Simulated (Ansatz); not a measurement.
Write the native input for Ansatz 0.2.0 that does the following.

```
Task                                : band structure
Functional                          : r2SCAN
Potentials or basis                 : Ansatz PAW
Cutoff                              : 500 eV (not typed: the program's choice for these potentials)
k mesh                              : 12 × 12 × 11
Occupations                         : fermi-dirac, width 0.05 eV
Spin                                : no spin polarisation
Path                                : [["G", "M", "K", "G", "A", "L", "H", "A"], ["L", "M"], ["K", "H"]]
Points for each segment of the path : 14
```

Si:

```
Si
1.0
     2.62054    0.00000    0.00000
    -1.31027    2.26946    0.00000
     0.00000    0.00000    2.46635
Si
1
Direct
  0.00000 0.00000 0.00000
```

This isn't the form of Si at room conditions, which is diamond.

The input as run:

input.yaml

```yaml
crystal:
  lattice:
    - [2.6205428149, 0.0, 0.0]
    - [-1.3102714075, 2.2694566494, 0.0]
    - [0.0, 0.0, 2.46635439]
  atoms:
    - { symbol: Si, position: [0.0, 0.0, 0.0] }
hamiltonian:
  xc: r2scan
  pseudopotentials: { kind: paw }
kpoints:
  mp_grid: { grid: [12, 12, 11] }
  band_path:
    path:
      - [[0.0, 0.0, 0.0], [0.5, 0.0, 0.0], [0.3333333333, 0.3333333333, 0.0], [0.0, 0.0, 0.0], [0.0, 0.0, 0.5], [0.5, 0.0, 0.5], [0.3333333333, 0.3333333333, 0.5], [0.0, 0.0, 0.5]]
      - [[0.5, 0.0, 0.5], [0.5, 0.0, 0.0]]
      - [[0.3333333333, 0.3333333333, 0.0], [0.3333333333, 0.3333333333, 0.5]]
    npoints: 14
scf:
  occupations: { method: fermi_dirac, width: 0.05 }
  n_extra_bands: 6
output:
  forces: true
  stress: true
  eigenvalues: true
  fatbands: false
```

Potentials or basis: Ansatz PAW.

The run is started by

```bash
$ ansatz run input.yaml --threads 2 --pin off --max-ram 5632MiB --backend cpu --events-out ev --progress --plain --runs-dir out
```

Results of the run:

| Property | Result |
| --- | --- |
| Pressure | 1.9 GPa |
| Band gap on the k mesh | none (metal or under the smearing width) |

Caveat: the PAW data sets come from PBE, with cores solved anew for the run's functional, which leaves a small shift of forces and pressure.

Wall time 2 s on 2 threads of Intel(R) Xeon(R) Platinum 8259CL CPU @ 2.50GHz (Skylake/Cascade Lake), with other jobs on the host, peak memory 0.36 GiB.
